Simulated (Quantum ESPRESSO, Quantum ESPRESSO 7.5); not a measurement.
# 2H-MoTe2, 1 layer, stepped through the share of short-range exact exchange

What law, if any, do the results for 2H-MoTe2, 1 layer follow against the share of short-range exact exchange?

Method: plane-wave DFT, PBE, SG15 norm-conserving pseudopotentials (geometry by pw.x at PBE, GBRV ultrasoft), in Quantum ESPRESSO 7.5.

## 1. Set-up

The cell holds 3 atoms: 2 Te and 1 Mo. Its edges and angles: a = 3.550 Å, b = 3.550 Å, c = 18.774 Å, α = 90.0°, β = 90.0°, γ = 120.0°. It derives from MoTe2. Vacuum lies along c.

Set-up: Cell and atoms are relaxed under PBE (GBRV files) and held. Screened hybrids with norm-conserving files, screening 0.106 per bohr, fixed occupations, a 9×9×1 mesh with exchange on 3×3×1 q points. Levels count from the potential in the middle of the vacuum.

Members 0.15, 0.2 and 0.25 took the same steps and show in the table alone.

## 2. Variable-cell relaxation of the reference

What the set-up leaves free in this member is relaxed.

Contents of ref.relax.in:

```
&control
  prefix = 'ref.relax'
  outdir = './out'
  pseudo_dir = './pseudo'
  nstep = 80
  forc_conv_thr = 0.0004
  calculation = 'vc-relax'
  etot_conv_thr = 1e-06
/
&system
  ibrav = 0
  nat = 3
  ntyp = 2
  ecutwfc = 50
  ecutrho = 250
  occupations = 'smearing'
  smearing = 'fd'
  degauss = 0.004
/
&electrons
  conv_thr = 1e-09
  mixing_beta = 0.4
  electron_maxstep = 120
  mixing_mode = 'plain'
/
&ions
/
&cell
  cell_dofree = '2Dxy'
  press_conv_thr = 0.3
/
ATOMIC_SPECIES
  Te  127.6000  te_pbe_v1.uspp.F.UPF
  Mo  95.9500  mo_pbe_v1.uspp.F.UPF
CELL_PARAMETERS angstrom
  3.55000000000000 0.00000000000000 0.00000000000000
  -1.77500000000000 3.07439018343476 0.00000000000000
  0.00000000000000 0.00000000000000 18.77410263064833
ATOMIC_POSITIONS crystal
  Te  0.333333333300 0.666666666700 0.399486470675
  Mo  0.000000000000 0.000000000000 0.500000000000
  Te  0.333333333300 0.666666666700 0.600513529325
K_POINTS automatic
  12 12 1 0 0 0
```

Started as:

```sh
OMP_NUM_THREADS=1 mpirun -n 4 pw.x -nk 4 -in ref.relax.in > ref.relax.out
```

The log of the run:

```text
Program PWSCF v.7.5 starts
[citation notice left out]

     Parallel version (MPI & OpenMP), running on       4 processor cores
     Number of MPI processes:                 4
     Threads/MPI process:                     1

     MPI processes distributed on     1 nodes
[...]
Current dimensions of program PWSCF are:
     Max number of different atomic species (ntypx) = 10
     Max number of k-points (npk) =  40000
     Max angular momentum in pseudopotentials (lmaxx) =  4
     Message from routine setup:
     using ibrav=0 with symmetry is DISCOURAGED, use correct ibrav instead

     K-points division:     npool     =       4
     Subspace diagonalization in iterative solution of the eigenvalue problem:
     a serial algorithm will be used

     G-vector sticks info
     --------------------
     sticks:   dense  smooth     PW     G-vecs:    dense   smooth      PW
     Sum         769     613    187                92099    65823   10653

     Using Slab Decomposition

     bravais-lattice index     =            0
     lattice parameter (alat)  =       6.7085  a.u.
     unit-cell volume          =    1382.7483 (a.u.)^3
     number of atoms/cell      =            3
     number of atomic types    =            2
     number of electrons       =        26.00
     number of Kohn-Sham states=           17
     kinetic-energy cutoff     =      50.0000  Ry
     charge density cutoff     =     250.0000  Ry
     scf convergence threshold =      1.0E-09
     mixing beta               =       0.4000
     number of iterations used =            8  plain     mixing
     energy convergence thresh.=      1.0E-06
     force convergence thresh. =      4.0E-04
     press convergence thresh. =      3.0E-01
     Exchange-correlation= SLA  PW   PBE  PBE
                           (   1   4   3   4   0   0   0)
     nstep                     =           80

     celldm(1)=   6.708528  celldm(2)=   0.000000  celldm(3)=   0.000000
     celldm(4)=   0.000000  celldm(5)=   0.000000  celldm(6)=   0.000000

     crystal axes: (cart. coord. in units of alat)
               a(1) = (   1.000000   0.000000   0.000000 )
               a(2) = (  -0.500000   0.866025   0.000000 )
               a(3) = (   0.000000   0.000000   5.288480 )

     reciprocal axes: (cart. coord. in units 2 pi/alat)
               b(1) = (  1.000000  0.577350 -0.000000 )
               b(2) = (  0.000000  1.154701  0.000000 )
               b(3) = (  0.000000 -0.000000  0.189090 )

     PseudoPot. # 1 for Te read from file:
     ./pseudo/te_pbe_v1.uspp.F.UPF
     Pseudo is Ultrasoft + core correction, Zval =  6.0
     Generated by new atomic code, or converted to UPF format
     Using radial grid of  891 points,  5 beta functions with:
                l(1) =   0
                l(2) =   0
                l(3) =   1
                l(4) =   1
                l(5) =   2
     Q(r) pseudized with  6 coefficients,  rinner =    1.800   1.800   1.800
                                                       1.800   1.800

     PseudoPot. # 2 for Mo read from file:
     ./pseudo/mo_pbe_v1.uspp.F.UPF
     Pseudo is Ultrasoft + core correction, Zval = 14.0
     Generated by new atomic code, or converted to UPF format
     Using radial grid of  889 points,  6 beta functions with:
                l(1) =   0
                l(2) =   0
                l(3) =   1
                l(4) =   1
                l(5) =   2
                l(6) =   2
     Q(r) pseudized with  6 coefficients,  rinner =    1.000   1.000   1.000
                                                       1.000   1.000

     atomic species   valence    mass     pseudopotential
     Te                6.00   127.60000     Te( 1.00)
     Mo               14.00    95.95000     Mo( 1.00)

     12 Sym. Ops. (no inversion) found

   Cartesian axes

     site n.     atom                  positions (alat units)
         1        Te     tau(   1) = (  -0.0000000   0.5773503   2.1126761  )
         2        Mo     tau(   2) = (   0.0000000   0.0000000   2.6442398  )
         3        Te     tau(   3) = (  -0.0000000   0.5773503   3.1758036  )

     number of k points=    19  Fermi-Dirac smearing, width (Ry)=  0.0040
                       cart. coord. in units 2pi/alat
        k(    1) = (   0.0000000   0.0000000   0.0000000), wk =   0.0138889
        k(    2) = (   0.0000000   0.0962250   0.0000000), wk =   0.0833333
        k(    3) = (   0.0000000   0.1924501   0.0000000), wk =   0.0833333
        k(    4) = (   0.0000000   0.2886751   0.0000000), wk =   0.0833333
        k(    5) = (   0.0000000   0.3849002   0.0000000), wk =   0.0833333
        k(    6) = (   0.0000000   0.4811252   0.0000000), wk =   0.0833333
        k(    7) = (   0.0000000  -0.5773503   0.0000000), wk =   0.0416667
        k(    8) = (   0.0833333   0.1443376   0.0000000), wk =   0.0833333
        k(    9) = (   0.0833333   0.2405626   0.0000000), wk =   0.1666667
        k(   10) = (   0.0833333   0.3367877   0.0000000), wk =   0.1666667
[...]
k(   19) = (   0.3333333   0.5773503   0.0000000), wk =   0.0277778

     Dense  grid:    92099 G-vectors     FFT dimensions: (  36,  36, 180)

     Smooth grid:    65823 G-vectors     FFT dimensions: (  32,  32, 160)

     Estimated max dynamical RAM per process >     151.54 MB

     Estimated total dynamical RAM >     538.69 MB

     Initial potential from superposition of free atoms

     starting charge      25.9985, renormalised to      26.0000

     negative rho (up, down):  2.143E-03 0.000E+00
     Starting wfcs are   21 randomized atomic wfcs

     total cpu time spent up to now is        1.5 secs

     per-process dynamical memory:    73.0 Mb

     Self-consistent Calculation

     iteration #  1     ecut=    50.00 Ry     beta= 0.40
     Davidson diagonalization with overlap
     ethr =  1.00E-02,  avg # of iterations =  2.0

     negative rho (up, down):  2.218E-03 0.000E+00

     total cpu time spent up to now is        2.8 secs

     total energy              =    -192.09718620 Ry
     estimated scf accuracy    <       0.60157265 Ry

     iteration #  2     ecut=    50.00 Ry     beta= 0.40
[...]
negative rho (up, down):  1.949E-03 0.000E+00

[...]
total energy              =    -192.10815186 Ry
     estimated scf accuracy    <       3.07784042 Ry

     iteration #  3     ecut=    50.00 Ry     beta= 0.40
[...]
negative rho (up, down):  1.968E-03 0.000E+00

[...]
total energy              =    -192.38459206 Ry
[...]
Total force =     0.000449     Total SCF correction =     0.000006
[...]
number of bfgs steps    =   5
[...]
new trust radius        =       0.0076285047 bohr
[...]
!    total energy              =    -192.38920853 Ry
[...]
Total force =     0.000368     Total SCF correction =     0.000006
[...]
number of bfgs steps    =   6
[...]
new trust radius        =       0.0114427570 bohr
[...]
!    total energy              =    -192.38927444 Ry
[...]
Total force =     0.000244     Total SCF correction =     0.000007
[...]
number of bfgs steps    =   7
[...]
new trust radius        =       0.0171641355 bohr
[...]
!    total energy              =    -192.38932712 Ry
[...]
Total force =     0.000060     Total SCF correction =     0.000002
[...]
number of bfgs steps    =   8
[...]
new trust radius        =       0.0078536867 bohr
[...]
!    total energy              =    -192.38933292 Ry
[...]
Total force =     0.000005     Total SCF correction =     0.000004
[...]
number of bfgs steps    =   9
[...]
new trust radius        =       0.0000058301 bohr
[...]
Self-consistent Calculation

     iteration #  1     ecut=    50.00 Ry     beta= 0.40
     Davidson diagonalization with overlap
     ethr =  1.00E-06,  avg # of iterations =  2.0

     Threshold (ethr) on eigenvalues was too large:
     Diagonalizing with lowered threshold

     Davidson diagonalization with overlap
     ethr =  5.04E-13,  avg # of iterations =  1.9

     negative rho (up, down):  2.274E-03 0.000E+00

     total cpu time spent up to now is      144.2 secs

     total energy              =    -192.38933292 Ry
     estimated scf accuracy    <          1.3E-10 Ry

     iteration #  2     ecut=    50.00 Ry     beta= 0.40
[...]
negative rho (up, down):  2.274E-03 0.000E+00

[...]
total energy              =    -192.38933292 Ry
     estimated scf accuracy    <          7.5E-10 Ry

     iteration #  3     ecut=    50.00 Ry     beta= 0.40
[...]
negative rho (up, down):  2.274E-03 0.000E+00

[...]
End of self-consistent calculation

          k = 0.0000 0.0000 0.0000 (  8221 PWs)   bands (ev):

   -60.2525 -34.3881 -34.2862 -34.2862 -12.0210 -11.1046  -4.4119  -1.2111
    -1.1378  -1.1378  -0.3773  -0.3773   0.0736   3.4827   3.4827   3.7351
     3.7351

          k = 0.0000 0.0958 0.0000 (  8287 PWs)   bands (ev):

   -60.2520 -34.3866 -34.2937 -34.2880 -11.9290 -11.0400  -4.3097  -1.3920
    -1.3537  -1.0623  -0.5042  -0.3016   0.0638   3.1018   3.2011   3.5369
     3.5682

          k = 0.0000 0.1916 0.0000 (  8305 PWs)   bands (ev):

   -60.2506 -34.3823 -34.3140 -34.2928 -11.6620 -10.8534  -4.0271  -1.9296
    -1.8002  -0.8484  -0.8135  -0.3524  -0.0205   2.4014   2.6174   3.0824
     3.7522

          k = 0.0000 0.2873 0.0000 (  8269 PWs)   bands (ev):

   -60.2486 -34.3766 -34.3416 -34.2993 -11.2510 -10.5686  -3.6781  -2.6855
    -2.3935  -1.1733  -0.6668  -0.5369  -0.2480   1.9700   2.5923   2.6602
     3.9179

          k = 0.0000 0.3831 0.0000 (  8251 PWs)   bands (ev):

   -60.2466 -34.3708 -34.3690 -34.3059 -10.7618 -10.2368  -3.8741  -3.1191
    -2.9872  -1.4843  -0.9465  -0.4246  -0.2011   1.9410   2.2010   3.0651
     4.0159

          k = 0.0000 0.4789 0.0000 (  8237 PWs)   bands (ev):

   -60.2452 -34.3890 -34.3666 -34.3106 -10.3232  -9.9505  -4.5322  -3.7284
    -2.8427  -1.6894  -1.0845  -0.3381   0.0591   1.9663   2.0864   3.4987
     4.0572

[...]
the Fermi energy is     1.0476 ev

!    total energy              =    -192.38933292 Ry
     estimated scf accuracy    <          9.0E-13 Ry
     smearing contrib. (-TS)   =      -0.00000028 Ry
     internal energy E=F+TS    =    -192.38933264 Ry

     The total energy is F=E-TS. E is the sum of the following terms:
     one-electron contribution =    -767.06465623 Ry
     hartree contribution      =     385.05534904 Ry
     xc contribution           =     -48.27016441 Ry
     ewald contribution        =     237.89013896 Ry

     convergence has been achieved in   3 iterations

     negative rho (up, down):  2.274E-03 0.000E+00

     Forces acting on atoms (cartesian axes, Ry/au):

     atom    1 type  1   force =     0.00000000    0.00000000   -0.00000225
     atom    2 type  2   force =    -0.00000000   -0.00000000    0.00000000
     atom    3 type  1   force =     0.00000000    0.00000000    0.00000225

     Total force =     0.000003     Total SCF correction =     0.000002
     SCF correction compared to forces is large: reduce conv_thr to get better values

     Computing stress (Cartesian axis) and pressure

     negative rho (up, down):  2.274E-03 0.000E+00
          total   stress  (Ry/bohr**3)                   (kbar)     P=       -0.01
   0.00000003  -0.00000000   0.00000000            0.00       -0.00        0.00
  -0.00000000   0.00000003   0.00000000           -0.00        0.00        0.00
   0.00000000  -0.00000000  -0.00000021            0.00       -0.00       -0.03

     Energy error            =      1.3E-10 Ry
     Gradient error          =      2.3E-06 Ry/Bohr
     Cell gradient error     =      4.9E-03 kbar

     bfgs converged in  11 scf cycles and  10 bfgs steps
     (criteria: energy <  1.0E-06 Ry, force <  4.0E-04 Ry/Bohr, cell <  3.0E-01 kbar)

     End of BFGS Geometry Optimization

     Final enthalpy           =    -192.3893329234 Ry

     File ./out/ref.relax.bfgs deleted, as requested
Begin final coordinates
     new unit-cell volume =   1395.56417 a.u.^3 (   206.80127 Ang^3 )
     density =      2.81961 g/cm^3

CELL_PARAMETERS (angstrom)
   3.566413503  -0.000000000   0.000000000
  -1.783206751   3.088604694   0.000000000
   0.000000000   0.000000000  18.774102631

ATOMIC_POSITIONS (crystal)
Te               0.3333333333        0.6666666667        0.4034997501
Mo              -0.0000000000       -0.0000000000        0.5000000000
Te               0.3333333333        0.6666666667        0.5965002499
End final coordinates

[...]
Final scf calculation at the relaxed structure.
     The G-vectors are recalculated for the final unit cell
     Results may differ from those at the preceding step.

     G-vector sticks info
     --------------------
     sticks:   dense  smooth     PW     G-vecs:    dense   smooth      PW
     Sum         769     637    187                92891    66663   10761

     Using Slab Decomposition

     bravais-lattice index     =            0
     lattice parameter (alat)  =       6.7085  a.u.
     unit-cell volume          =    1395.5642 (a.u.)^3
     number of atoms/cell      =            3
     number of atomic types    =            2
     number of electrons       =        26.00
     number of Kohn-Sham states=           17
     kinetic-energy cutoff     =      50.0000  Ry
     charge density cutoff     =     250.0000  Ry
     scf convergence threshold =      1.0E-11
     mixing beta               =       0.4000
     number of iterations used =            8  plain     mixing
     press convergence thresh. =      3.0E-01
     Exchange-correlation= SLA  PW   PBE  PBE
                           (   1   4   3   4   0   0   0)

     celldm(1)=   6.708528  celldm(2)=   0.000000  celldm(3)=   0.000000
     celldm(4)=   0.000000  celldm(5)=   0.000000  celldm(6)=   0.000000

     crystal axes: (cart. coord. in units of alat)
               a(1) = (   1.004624  -0.000000   0.000000 )
               a(2) = (  -0.502312   0.870029   0.000000 )
               a(3) = (   0.00000
```

Run time: 3 min. Hardware: 4 MPI ranks of Arm Neoverse V1, shared host; peak memory 0.8 GiB.

Step by step:

```tsv
step	energy less that of the first step (eV)	largest force (eV/Å)	volume (Å³)
1	0.0000	0.8331	204.90
2	-0.0264	0.6249	204.46
3	-0.0460	0.3871	204.10
4	-0.0573	0.0158	203.83
5	-0.0579	0.0103	204.09
6	-0.0585	0.0082	204.37
7	-0.0593	0.0067	204.79
8	-0.0602	0.0044	205.42
9	-0.0609	0.0011	206.37
10	-0.0610	0.0001	206.80
11	-0.0610	0.0001	206.80
12	-0.0610	0.0002	206.80
```

```tsv
cell as run	before	after	change
a (Å)	3.550	3.566	+0.5 %
b (Å)	3.550	3.566	+0.5 %
```

The atoms that moved most (Å, along periodic axes as changes of fractional coordinates times the final cell, across vacuum about the mean position):

```tsv
atom	dx	dy	dz	length
Te1	0.000	0.000	0.075	0.075
Te3	0.000	0.000	-0.075	0.075
```

Final coordinates:

```cif
data_structure
_symmetry_space_group_name_H-M 'P 1'
_symmetry_Int_Tables_number 1
_cell_length_a 3.5664
_cell_length_b 3.5664
_cell_length_c 18.7741
_cell_angle_alpha 90.000
_cell_angle_beta 90.000
_cell_angle_gamma 120.000
_cell_volume 206.80
loop_
_atom_site_label
_atom_site_type_symbol
_atom_site_fract_x
_atom_site_fract_y
_atom_site_fract_z
_atom_site_occupancy
Te1 Te 0.33333 0.66667 0.40350 1
Mo2 Mo 0.00000 0.00000 0.50000 1
Te3 Te 0.33333 0.66667 0.59650 1
```

 The last row is no step: it is a fresh SCF in the final cell with a new plane-wave basis, -0 meV from the row before.

This step gave:

| Item | Value |
| --- | --- |
| free energy | -2617.5903 eV |
| Fermi energy | 1.048 eV |

[end of part 1 of 2]

[Logs are printed without paths, hosts, clocks, repeated set-up lines and the standing remarks that a program may print on its own settings, such as how far it seeks lower states.]

[Hosts, paths, dates, database ids (printed as entryN), source tags and the programs' standing remarks are cut or masked in the printed files.]

[Maps of the electrostatic potential energy from Ansatz leave out the sawtooth potential of an applied field or a dipole correction, so their vacuum need not be flat; planar profiles and work functions include it.]
